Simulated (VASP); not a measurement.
# Te (C2/m) in VASP: further runs, part 2 of 2

VASP 6.6.1. Earlier steps stand in the parts before.

## 5. Single point, PBE

Contents of INCAR:

```
ADDGRID = F
ALGO = Normal
EDIFF = 1E-6
ENCUT = 460
GGA = PE
ISIF = 2
ISMEAR = 0
LASPH = T
LCHARG = F
LREAL = F
LWAVE = F
NBANDS = 16
NELM = 100
PREC = Accurate
SIGMA = 0.05
```

Contents of KPOINTS:

```
k-points
0
Gamma
  4 4 3
```

Contents of POSCAR:

```
Te
1.0
    3.8202894285     -2.1482026000      0.0000000000
    3.8202894285      2.1482026000      0.0000000000
   -0.0942908673      0.0000000000      5.9760906531
Te
3
Direct
    0.0000000000      0.0000000000      0.0000000000
    0.3094466100      0.3094466100      0.3388094900
    0.6905533900      0.6905533900      0.6611905100
```

Potentials or basis: VASP PAW PBE potentials, release 64 (Te).

The run is started by

```bash
$ cat potpaw_PBE.64/Te/POTCAR > POTCAR
$ mpirun -np 1 vasp_std > vasp.out
```

OUTCAR:

```text
EDIFF = 1E-6
   ENCUT = 460
   GGA = PE
   ISIF = 2
   ISMEAR = 0
   LASPH = T
   LREAL = F
   NELM = 100
   PREC = Accurate

 Found     17 irreducible k-points:

 Following reciprocal coordinates:
            Coordinates               Weight
  0.000000  0.000000  0.000000      1.000000
  0.250000 -0.000000  0.000000      4.000000
  0.500000 -0.000000  0.000000      2.000000
  0.250000  0.250000  0.000000      2.000000
  0.500000  0.250000  0.000000      4.000000
 -0.250000  0.250000  0.000000      2.000000
   k-points           NKPTS =     17   k-points in BZ     NKDIM =     17   number of bands    NBANDS=     16
   number of dos      NEDOS =    301   number of ions     NIONS =      3
   total plane-waves  NPLWV =  43008
   dimension x,y,z NGX =    32 NGY =   32 NGZ =   42
   dimension x,y,z NGXF=    64 NGYF=   64 NGZF=   84
   ions per type =               3
   NGX,Y,Z   is equivalent  to a cutoff of  12.14, 12.14, 11.68 a.u.
   NGXF,Y,Z  is equivalent  to a cutoff of  24.28, 24.28, 23.36 a.u.
 SYSTEM =  unknown system
   PREC   = accura    normal or accurate (medium, high low for compatibility)
   ISTART =      0    job   : 0-new  1-cont  2-samecut
   ICHARG =      2    charge: 1-file 2-atom 10-const
   ISPIN  =      1    spin polarized calculation?
   LNONCOLLINEAR =      F non collinear calculations
   LSORBIT =      F    spin-orbit coupling
   LASPH  =      T    aspherical Exc in radial PAW
   ENCUT  =  460.0 eV  33.81 Ry    5.81 a.u.   7.66  7.66 10.45*2*pi/ulx,y,z
   NELM   =    100;   NELMIN=  2; NELMDL= -5     # of ELM steps
   EDIFF  = 0.1E-05   stopping-criterion for ELM
   LREAL  =      F    real-space projection
   EDIFFG = 0.1E-04   stopping-criterion for IOM
   NSW    =      0    number of steps for IOM
   IBRION =     -1    ionic relax: 0-MD 1-quasi-New 2-CG
   NFREE  =      0    steps in history (QN), initial steepest desc. (CG)
   ISIF   =      2    stress and relaxation
   ISYM   =      2    0-nonsym 1-usesym 2-fastsym
   POTIM  = 0.5000    time-step for ionic-motion
   TEBEG  =    0.0;   TEEND  =   0.0 temperature during run
   PSTRESS=    0.0 pullay stress
   NELECT =      18.0000    total number of electrons
   NUPDOWN=      -1.0000    fix difference up-down
   EMIN   =  10.00;   EMAX   =-10.00  energy-range for DOS
   EFERMI =   0.00;   METHOD = LEGACY
   ISMEAR =     0;   SIGMA  =   0.05  broadening in eV -4-tet -1-fermi 0-gaus
   EFERMI_NEDOS =   21; number of points for ismear=-14 and -15
   IALGO  =     38    algorithm
   IMIX   =      4    mixing-type and parameters
     AMIX     =   0.40;   BMIX     =  1.00
     AMIX_MAG =   1.60;   BMIX_MAG =  1.00
  volume/ion in A,a.u.               =      32.70       220.64
  Fermi-wavevector in a.u.,A,eV,Ry     =   0.930307  1.758025 11.775440  0.865470
  Thomas-Fermi vector in A             =   2.056681
   LORBIT       =      0    0 simple, 1 ext, 2 COOP (PROOUT), +10 PAW based schemes
   GGA     = PE    functional components
   LHFCALC =     F    Hartree Fock is set to
   AEXX    =    0.0000 exact exchange contribution
   IVDW    =     0    specifies the selected vdW correction
   LEPSILON=     F    determine dielectric tensor
   LRPA    =     F    only Hartree local field effects (RPA)
 non-spin polarized calculation
 Gauss-broadening in eV      SIGMA  =   0.05
  energy-cutoff  :      460.00
  volume of cell :       98.09
 maximum number of plane-waves:      2212
 NGX is ok and might be reduce to    32
   NGX = 15   NGY = 15   NGZ = 21

 number of electron      17.9999998 magnetization

 Free energy of the ion-electron system (eV)
  ---------------------------------------------------
  ext. energy  EPLUGINS =         0.00000000
  ---------------------------------------------------
  free energy    TOTEN  =        -9.24961869 eV

  energy without entropy =       -9.24833736  energy(sigma->0) =       -9.24897802

 E-fermi :   6.4889     XC(G=0):  -9.2790

 val. band max:        6.4366019709   @ k =   0.5000   0.2500   0.3333
 cond. band min:       6.5097437897   @ k =   0.5000   0.5000   0.0000
 fundamental gap:      0.0731418188
 Fermi energy:         6.4889219227

 k-point     1 :       0.0000    0.0000    0.0000
  band No.  band energies     occupation
      1      -7.2246      2.00000
      2      -4.0301      2.00000
      3      -3.8918      2.00000
      4       3.7205      2.00000
      5       3.7453      2.00000
      6       4.2226      2.00000
[... 8 lines left out ...]
     15      12.5381      0.00000
     16      12.5612      0.00000
[... 77 lines left out ...]
 k-point     6 :      -0.2500    0.2500    0.0000
  band No.  band energies     occupation
      1      -5.7506      2.00000
      2      -4.6877      2.00000
      3      -4.0299      2.00000
      4       1.7294      2.00000
      5       1.8443      2.00000
      6       3.2037      2.00000
[... 8 lines left out ...]
     15      13.9662      0.00000
     16      14.8875      0.00000

 [... further k-points ...]

------------------------ aborting loop because EDIFF is reached ----------------------------------------

  FORCE on cell =-STRESS in cart. coord.  units (eV):
  Direction    XX          YY          ZZ          XY          YZ          ZX
  --------------------------------------------------------------------------------------
  -------------------------------------------------------------------------------------
  Total        0.5913104      0.5072257      0.3878581      0.0000000      0.0000000      0.0451424
  in kB        9.6584503      8.2850116      6.3352656      0.0000000      0.0000000      0.7373550
  external PRESSURE =       8.0929092 kB  Pullay stress =       0.0000000 kB

 VOLUME and BASIS-vectors are now :
 -----------------------------------------------------------------------------
  energy-cutoff  :      460.00
  volume of cell :       98.09
      direct lattice vectors                 reciprocal lattice vectors
     3.820289429 -2.148202600  0.000000000     0.130880136 -0.232752721  0.002065029
     3.820289429  2.148202600  0.000000000     0.130880136  0.232752721  0.002065029
    -0.094290867  0.000000000  5.976090653     0.000000000  0.000000000  0.167333472

 POSITION                                       TOTAL-FORCE (eV/Angst)
 -----------------------------------------------------------------------------------
      0.00000      0.00000      0.00000        -0.000000      0.000000      0.000000
      2.33240      0.00000      2.02476         0.044568     -0.000000      0.072808
      5.21388      0.00000      3.95133        -0.044568     -0.000000     -0.072808
 -----------------------------------------------------------------------------------
    total drift:                                0.000000     -0.000000     -0.000000

  FREE ENERGIE OF THE ION-ELECTRON SYSTEM (eV)
  ---------------------------------------------------
  free  energy   TOTEN  =        -9.2496186931 eV

  energy  without entropy=       -9.2483373551  energy(sigma->0) =       -9.24897802
```

Run time: 16 s. Hardware: 1 thread of AMD EPYC 7R13 (Zen 3), shared host; peak memory 0.16 GiB.

These settings aren't checked as converged: the numbers below hold their error.

Results:

```yaml
Free_energy: -9.2496 eV
Pressure: 0.8 GPa
Largest_force: 0.085 eV/Å
Band_gap_on_the_k_mesh: 0.07 eV, indirect (least direct gap 0.17 eV)
```

Caveat: spin-orbit coupling is left out, which moves the levels of the heavy elements; an odd mesh through Γ misses points on the zone boundary, where band edges often lie.

## 6. Single point, PBE

INCAR is that of step 5.

KPOINTS is that of step 5.

Contents of POSCAR:

```
Te
1.0
    3.8202894285     -2.1482026000      0.0000000000
    3.8202894285      2.1482026000      0.0000000000
   -0.0942908673      0.0000000000      5.9760906531
Te
3
Direct
    0.0053760000      0.0030970000      0.0153300000
    0.3128830000      0.3144850000      0.3485460000
    0.7243610000      0.6723340000      0.6509690000
```

Potentials or basis: VASP PAW PBE potentials, release 64 (Te).

The run is started by

```bash
$ cat potpaw_PBE.64/Te/POTCAR > POTCAR
$ mpirun -np 1 vasp_std > vasp.out
```

Run time: 22 s. Hardware: 1 thread of AMD EPYC 7R13 (Zen 3), shared host; peak memory 0.16 GiB.

The run converged, but some of its settings lie outside the range that counts as converged, so its numbers aren't taken as properties of the crystal.

Results:

```
Free energy            : -9.2256 eV
Pressure               : 1.4 GPa
Largest force          : 0.509 eV/Å
Band gap on the k mesh : 0.19 eV, indirect (least direct gap 0.38 eV)
```

Caveat: spin-orbit coupling is left out, which moves the levels of the heavy elements; an odd mesh through Γ misses points on the zone boundary, where band edges often lie.

## 7. For comparison

An earlier run on the cell as given: functional PBE; potentials or basis VASP PAW PBE potentials, release 64 (Te); cutoff 520 eV; k mesh 7 × 7 × 5; occupations fermi-dirac, width 0.05 eV; no spin polarisation.

* Pressure: 0.6 GPa
* Largest force: 0.110 eV/Å
* Band gap on the k mesh: 0.03 eV, indirect (least direct gap 0.20 eV)
